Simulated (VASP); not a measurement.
Crystal: FeO (Wuestite).

```
CELL_PARAMETERS angstrom
1.51882 0.87689 2.51958
-1.51882 0.87689 2.51958
0.00000 -1.75378 2.51958
ATOMIC_POSITIONS crystal
Fe 0.00000 0.00000 0.00000
O 0.50000 0.50000 0.50000
```

```yaml
Program: VASP 6.6.1
Task: relaxation of cell and atoms
Functional: r2SCAN
Potentials_or_basis: VASP PAW PBE potentials, release 64 (Fe, O)
Cutoff: 600 eV
k_mesh: 8 × 8 × 8
Occupations: gaussian, width 0.05 eV
Spin: collinear spin, ferromagnetic start
Starting_moments: "[3.0, 0.0] μB"
```

At the start: pressure -7.3 GPa; volume 10.07 Å³/atom.

Q: How do energy, volume and symmetry change on relaxing?

A: Over 10 steps the energy falls by 9.1 meV/atom and the volume is 9.70 Å³/atom (-3.7 %); space group Fm-3m (No. 225, to 0.05 Å); moment 4.00 μB per cell.

The path:
| step | energy change (eV) | largest force (eV/Å) | pressure (GPa) | volume (Å³) |
| --- | --- | --- | --- | --- |
| 1 | 0.0000 | 0.0000 | -7.27 | 20.13 |
| 2 | -0.0064 | 0.0000 | 6.65 | 18.83 |
| 3 | -0.0176 | 0.0000 | 0.05 | 19.39 |
| 4 | -0.0176 | 0.0000 | -0.19 | 19.41 |
| 5 | -0.0178 | 0.0000 | -0.12 | 19.41 |
| 6 | -0.0181 | 0.0000 | -0.11 | 19.41 |
| 7 | -0.0181 | 0.0000 | -0.11 | 19.41 |
| 8 | -0.0181 | 0.0000 | -0.11 | 19.41 |
| 9 | -0.0181 | 0.0000 | 0.23 | 19.38 |
| 10 | -0.0181 | 0.0000 | -0.04 | 19.39 |

Final structure:
```
CELL_PARAMETERS angstrom
1.50737 0.87028 2.46389
-1.50737 0.87028 2.46389
0.00000 -1.74056 2.46389
ATOMIC_POSITIONS crystal
Fe 0.00000 0.00000 0.00000
O 0.50000 0.50000 0.50000
```

The cell as given is a measured one (10.07 Å³/atom); r2SCAN puts the equilibrium volume -3.7 % from it, thermal expansion not counted.

Caveat: the PAW data sets were made with another functional, which shifts forces and pressure a little; a cell with one magnetic atom can't hold antiferromagnetic order, which such compounds often take.
